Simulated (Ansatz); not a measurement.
# Mg2CdO3: the cost of one run

Program: Ansatz 0.2.0. Level of theory: DFT PBE, scalar-relativistic, plane waves, PAW. These are calculated values, not measurements.

1 further run of the same task is left out (it didn't finish).

**1. Starting point**

The structure is tetragonal, space group I4/mmm (No. 139). The conventional cell has a = 3.424 Å, b = 3.424 Å, c = 14.528 Å, α = 90.00°, β = 90.00°, γ = 90.00°. Around Mg (site symmetry 4mm) lie 6 O at 2.42 Å. Around Cd (site symmetry 4/mmm) lie 6 O at 2.42 Å. O (site symmetry 4mm) has 5 Mg at 2.42 Å and 1 Cd at 2.42 Å as nearest neighbours. Around O (site symmetry 4/mmm) lie 4 Cd at 2.42 Å and 2 Mg at 2.42 Å.

Coordinates:

```cif
data_structure
_symmetry_space_group_name_H-M 'I4/mmm'
_symmetry_Int_Tables_number 139
_cell_length_a 3.4244
_cell_length_b 3.4244
_cell_length_c 14.5285
_cell_angle_alpha 90.000
_cell_angle_beta 90.000
_cell_angle_gamma 90.000
_cell_volume 170.37
loop_
_atom_site_label
_atom_site_type_symbol
_atom_site_symmetry_multiplicity
_atom_site_Wyckoff_symbol
_atom_site_fract_x
_atom_site_fract_y
_atom_site_fract_z
_atom_site_occupancy
Mg1 Mg 4 e 0.50000 0.50000 0.16667 1
Cd1 Cd 2 a 0.00000 0.00000 0.00000 1
O1 O 4 e 0.00000 0.00000 0.16667 1
O2 O 2 b 0.50000 0.50000 0.00000 1
```

The start is an ordering of an alloy on its end members' structure types: elements ordered on the sites of the CdO type, Cd/Mg on Cd (I4/mmm, No. 139).

**2. A first look at the guess**

The input, input.yaml:

```yaml
crystal:
  lattice:
    - [-1.71219501, 1.71219501, 7.26422819]
    - [1.71219501, -1.71219501, 7.26422819]
    - [1.71219501, 1.71219501, -7.26422819]
  atoms:
    - { symbol: Mg, position: [0.66666667, 0.66666667, 0.0] }
    - { symbol: Mg, position: [0.33333333, 0.33333333, 0.0] }
    - { symbol: Cd, position: [0.0, 0.0, 0.0] }
    - { symbol: O, position: [0.16666667, 0.16666667, 0.0] }
    - { symbol: O, position: [0.83333333, 0.83333333, 0.0] }
    - { symbol: O, position: [0.5, 0.5, 0.0] }
basis:
  ecutwfc: 420
kpoints:
  mp_grid: { grid: [8, 8, 8] }
hamiltonian:
  xc: pbe
scf:
  occupations: { method: gaussian, width: 0.1 }
  lower_state_search: "off"
output:
  forces: true
  stress: true
  eigenvalues: true
```

On the command line:

```sh
$ ansatz run input.yaml --threads 1 --pin off --max-ram 2560MiB --backend cpu --events-out ev --progress --plain --runs-dir out
```

**Question.** How long does this run take on 1 thread of Arm Neoverse N1, shared host, and how much memory does it need?

About 14 s, with a peak of 0.4 GiB.
